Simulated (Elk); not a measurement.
The cell is the one relaxed in the Materials Project (mp-1186429), not relaxed further here; entries there can be hypothetical.

A run on Pm: DFT, AM05, all-electron APW+lo, Dirac cores, scalar-relativistic bands (Elk 11.2.3 with local patches). The input:

```
tasks
  0
  110
  115
  15

xctype
  30

rgkmax
  8.0

gmaxvr
  16.0

lmaxapw
  10

lmaxo
  7

lmaxi
  3

nrmtscf
  2.0

nempty
  8

epspot
  1e-06

epsengy
  1e-05

maxscl
  120

hmaxvr
  6.0

lradstp
  4

swidth
  0.003

reducebf
  0.5

spinpol
  .true.

tforce
  .true.

sppath
  './'

avec
  0.00000000000 4.88338264906 4.88338264906
  4.88338264906 0.00000000000 4.88338264906
  4.88338264906 4.88338264906 0.00000000000

atoms
  1
  'Pm.in'
  1
  0.000000000000 0.000000000000 0.000000000000   0.000 0.000 -0.500

ngridk
  10 10 10
```

Sphere radii set in the species files: Pm 2.80 bohr.

Messages:

```
Error(init0): requested spin-polarised run with spin-unpolarised
 exchange-correlation functional
```

Q: Did this run give a result to trust?

A: No result was made: Error(init0): requested spin-polarised run with spin-unpolarised exchange-correlation functional.
